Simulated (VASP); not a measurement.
# CdSe (Cadmoselite) (P6_3mc) in VASP: a series of runs, part 2 of 2

VASP 6.6.1.

## Step 4: Single point, HSE06

The input, POSCAR:

```
CdSe
1.0
    4.3000000000      0.0000000000      0.0000000000
   -2.1500000000      3.7239092363      0.0000000000
    0.0000000000      0.0000000000      7.0200000000
Cd Se
2 2
Direct
    0.6666666667      0.3333333333      0.5000000000
    0.3333333333      0.6666666667      0.0000000000
    0.6666666667      0.3333333333      0.8850000000
    0.3333333333      0.6666666667      0.3850000000
```

The input, INCAR.step1:

```
SYSTEM = CdSe
PREC = Accurate
ENCUT = 400
EDIFF = 1E-5
ISMEAR = 0
SIGMA = 0.01
LREAL = .FALSE.
LASPH = .TRUE.
NELM = 100
ALGO = Normal
ISIF = 2
LWAVE = .TRUE.
LCHARG = .FALSE.
NBANDS = 26
NKRED = 1
GGA = PE
```

The input, INCAR.step2:

```
SYSTEM = CdSe
PREC = Accurate
ENCUT = 400
EDIFF = 1E-6
ISMEAR = 0
SIGMA = 0.01
LREAL = .FALSE.
LASPH = .TRUE.
NELM = 100
ALGO = Normal
ISIF = 2
LWAVE = .FALSE.
LCHARG = .FALSE.
GGA = PE
LHFCALC = .TRUE.
HFSCREEN = 0.2
PRECFOCK = Medium
NBANDS = 26
NKRED = 1
ISTART = 1
```

The input, KPOINTS:

```
regular mesh
0
G
  3 3 2
  0 0 0
```

Potentials or basis: VASP PAW PBE potentials, release 64 (Cd, Se).

The run is started by

```console
cat potpaw_PBE.64/Cd/POTCAR potpaw_PBE.64/Se/POTCAR > POTCAR
cp INCAR.step1 INCAR
mpirun -np 1 vasp_std > vasp.out
cp INCAR.step2 INCAR
mpirun -np 1 vasp_std > vasp.out
```

OUTCAR:

```text
SYSTEM = CdSe
   PREC = Accurate
   ENCUT = 400
   EDIFF = 1E-6
   ISMEAR = 0
   LREAL = .FALSE.
   LASPH = .TRUE.
   NELM = 100
   ISIF = 2
   GGA = PE
   LHFCALC = .TRUE.
   HFSCREEN = 0.2
   PRECFOCK = Medium
   NKRED = 1
   ISTART = 1

 Found      6 irreducible k-points:

 Following reciprocal coordinates:
            Coordinates               Weight
  0.000000  0.000000  0.000000      1.000000
  0.333333 -0.000000  0.000000      6.000000
  0.333333  0.333333  0.000000      2.000000
  0.000000  0.000000  0.500000      1.000000
  0.333333 -0.000000  0.500000      6.000000
  0.333333  0.333333  0.500000      2.000000
   k-points           NKPTS =      6   k-points in BZ     NKDIM =     18   number of bands    NBANDS=     26
   number of dos      NEDOS =    301   number of ions     NIONS =      4
   total plane-waves  NPLWV =  37632
   dimension x,y,z NGX =    28 NGY =   28 NGZ =   48
   dimension x,y,z NGXF=    56 NGYF=   56 NGZF=   96
   ions per type =               2   2
   NGX,Y,Z   is equivalent  to a cutoff of  10.83, 10.83, 11.37 a.u.
   NGXF,Y,Z  is equivalent  to a cutoff of  21.65, 21.65, 22.73 a.u.
 SYSTEM =  CdSe
[... 65 lines left out ...]

 E-fermi :   0.4124     XC(G=0):  -7.3598

 val. band max:        0.3630828391   @ k =   0.0000   0.0000   0.0000
 cond. band min:       2.0459768440   @ k =   0.0000   0.0000   0.0000
 fundamental gap:      1.6828940048
 Fermi energy:         0.4124399376

 k-point     1 :       0.0000    0.0000    0.0000
  band No.  band energies     occupation
      1     -13.3364      2.00000
      2     -12.9371      2.00000
      3      -8.8073      2.00000
      4      -8.8073      2.00000
      5      -8.7527      2.00000
      6      -8.7503      2.00000
[... 163 lines left out ...]
     25      10.4154      0.00000
     26      10.4162      0.00000

------------------------ aborting loop because EDIFF is reached ----------------------------------------

  FORCE on cell =-STRESS in cart. coord.  units (eV):
  Direction    XX          YY          ZZ          XY          YZ          ZX
  --------------------------------------------------------------------------------------
  -------------------------------------------------------------------------------------
  Total        2.0544094      2.0544094     -0.0556484      0.0000000     -0.0000000      0.0000000
  in kB       29.2814728     29.2814728     -0.7931557      0.0000000     -0.0000000      0.0000000
  external PRESSURE =      19.2565967 kB  Pullay stress =       0.0000000 kB

 VOLUME and BASIS-vectors are now :
 -----------------------------------------------------------------------------
  energy-cutoff  :      400.00
  volume of cell :      112.41
      direct lattice vectors                 reciprocal lattice vectors
     4.300000000  0.000000000  0.000000000     0.232558140  0.134267504  0.000000000
    -2.150000000  3.723909236  0.000000000     0.000000000  0.268535009  0.000000000
     0.000000000  0.000000000  7.020000000     0.000000000  0.000000000  0.142450142

 POSITION                                       TOTAL-FORCE (eV/Angst)
 -----------------------------------------------------------------------------------
      2.15000      1.24130      3.51000         0.000000     -0.000000      0.332837
     -0.00000      2.48261      0.00000        -0.000000      0.000000      0.332837
      2.15000      1.24130      6.21270        -0.000000     -0.000000     -0.332837
     -0.00000      2.48261      2.70270         0.000000      0.000000     -0.332837
 -----------------------------------------------------------------------------------
    total drift:                               -0.000000     -0.000000      0.000405

  FREE ENERGIE OF THE ION-ELECTRON SYSTEM (eV)
  ---------------------------------------------------
  free  energy   TOTEN  =       -13.5039771278 eV

  energy  without entropy=      -13.5039771278  energy(sigma->0) =      -13.50397713
```

Run time: 22 min. Hardware: 1 thread of AMD EPYC 7R43 (Zen 3), shared host; peak memory 0.29 GiB.

The run converged, but some of its settings lie outside the range that counts as converged, so its numbers aren't taken as properties of the crystal.

What came out:

```yaml
Free_energy: -13.5040 eV
Pressure: 1.9 GPa
Largest_force: 0.333 eV/Å
Band_gap_on_the_k_mesh: 1.68 eV, direct
```

Caveat: the k mesh is coarse (spacing up to 0.56 Å⁻¹), so the values aren't converged, least of all with exact exchange; the PAW data sets were made with another functional, which shifts forces and pressure a little.

## Step 5: Single point, HSE06

POSCAR is that of step 4.

INCAR.step1, as its differences from that of step 4:

```diff
@@ -2,3 +2,3 @@
 PREC = Accurate
-ENCUT = 400
+ENCUT = 460
 EDIFF = 1E-5
```

INCAR.step2, as its differences from that of step 4:

```diff
@@ -2,3 +2,3 @@
 PREC = Accurate
-ENCUT = 400
+ENCUT = 460
 EDIFF = 1E-6
@@ -16,3 +16,3 @@
 HFSCREEN = 0.2
-PRECFOCK = Medium
+PRECFOCK = Fast
 NBANDS = 26
```

KPOINTS is that of step 4.

Potentials or basis: VASP PAW PBE potentials, release 64 (Cd, Se).

The run is started by

```console
cat potpaw_PBE.64/Cd/POTCAR potpaw_PBE.64/Se/POTCAR > POTCAR
cp INCAR.step1 INCAR
mpirun -np 1 vasp_std > vasp.out
cp INCAR.step2 INCAR
mpirun -np 1 vasp_std > vasp.out
```

OUTCAR:

```text
SYSTEM = CdSe
   PREC = Accurate
   ENCUT = 460
   EDIFF = 1E-6
   ISMEAR = 0
   LREAL = .FALSE.
   LASPH = .TRUE.
   NELM = 100
   ISIF = 2
   GGA = PE
   LHFCALC = .TRUE.
   HFSCREEN = 0.2
   PRECFOCK = Fast
   NKRED = 1
   ISTART = 1

 Found      6 irreducible k-points:

 Following reciprocal coordinates:
            Coordinates               Weight
[... 264 lines left out ...]

  FORCE on cell =-STRESS in cart. coord.  units (eV):
  Direction    XX          YY          ZZ          XY          YZ          ZX
  --------------------------------------------------------------------------------------
  -------------------------------------------------------------------------------------
  Total        2.3039314      2.3039314      0.1873116      0.0000000     -0.0000000      0.0000000
  in kB       32.8379079     32.8379079      2.6697501      0.0000000     -0.0000000      0.0000000
  external PRESSURE =      22.7818553 kB  Pullay stress =       0.0000000 kB

 VOLUME and BASIS-vectors are now :
 -----------------------------------------------------------------------------
  energy-cutoff  :      460.00
  volume of cell :      112.41
      direct lattice vectors                 reciprocal lattice vectors
     4.300000000  0.000000000  0.000000000     0.232558140  0.134267504  0.000000000
    -2.150000000  3.723909236  0.000000000     0.000000000  0.268535009  0.000000000
     0.000000000  0.000000000  7.020000000     0.000000000  0.000000000  0.142450142

 POSITION                                       TOTAL-FORCE (eV/Angst)
 -----------------------------------------------------------------------------------
      2.15000      1.24130      3.51000         0.000000      0.000000      0.333039
     -0.00000      2.48261      0.00000        -0.000000     -0.000000      0.333039
      2.15000      1.24130      6.21270         0.000000      0.000000     -0.333039
     -0.00000      2.48261      2.70270        -0.000000      0.000000     -0.333039
 -----------------------------------------------------------------------------------
    total drift:                                0.000000      0.000001     -0.000158

  FREE ENERGIE OF THE ION-ELECTRON SYSTEM (eV)
  ---------------------------------------------------
  free  energy   TOTEN  =       -13.5132360445 eV

  energy  without entropy=      -13.5132360445  energy(sigma->0) =      -13.51323604
```

OSZICAR.step1:

```text
N       E                     dE             d eps       ncg     rms          rms(c)
DAV:   1     0.227239568073E+03    0.22724E+03   -0.16039E+04   312   0.113E+03
DAV:   2     0.107859113473E+00   -0.22713E+03   -0.22059E+03   334   0.299E+02
DAV:   3    -0.114043166874E+02   -0.11512E+02   -0.11444E+02   382   0.673E+01
DAV:   4    -0.114953110795E+02   -0.90994E-01   -0.90919E-01   342   0.549E+00
DAV:   5    -0.114958150314E+02   -0.50395E-03   -0.50394E-03   346   0.398E-01    0.900E+00
DAV:   6    -0.107224602039E+02    0.77335E+00   -0.12743E+00   380   0.112E+01    0.711E+00
DAV:   7    -0.106825532083E+02    0.39907E-01   -0.57980E-01   326   0.389E+00    0.264E+00
DAV:   8    -0.106817537895E+02    0.79942E-03   -0.59587E-02   324   0.246E+00    0.416E-01
DAV:   9    -0.106820909430E+02   -0.33715E-03   -0.73416E-03   338   0.973E-01    0.111E-01
DAV:  10    -0.106823152220E+02   -0.22428E-03   -0.83191E-04   340   0.308E-01    0.744E-02
DAV:  11    -0.106824322821E+02   -0.11706E-03   -0.23496E-04   328   0.856E-02    0.244E-02
DAV:  12    -0.106824288701E+02    0.34120E-05   -0.41525E-05   352   0.693E-02
   1 F= -.10682429E+02 E0= -.10682429E+02  d E =-.182892E-12
```

Wall time 8.3 min (1 thread of AMD EPYC 7R43 (Zen 3), shared host); peak memory 0.27 GiB.

These settings aren't checked as converged: the numbers below hold their error.

Results:

* Free energy: -13.5132 eV
* Pressure: 2.3 GPa
* Largest force: 0.333 eV/Å
* Band gap on the k mesh: 1.68 eV, direct

Caveat: the k mesh is coarse (spacing up to 0.56 Å⁻¹), so the values aren't converged, least of all with exact exchange; the PAW data sets were made with another functional, which shifts forces and pressure a little.
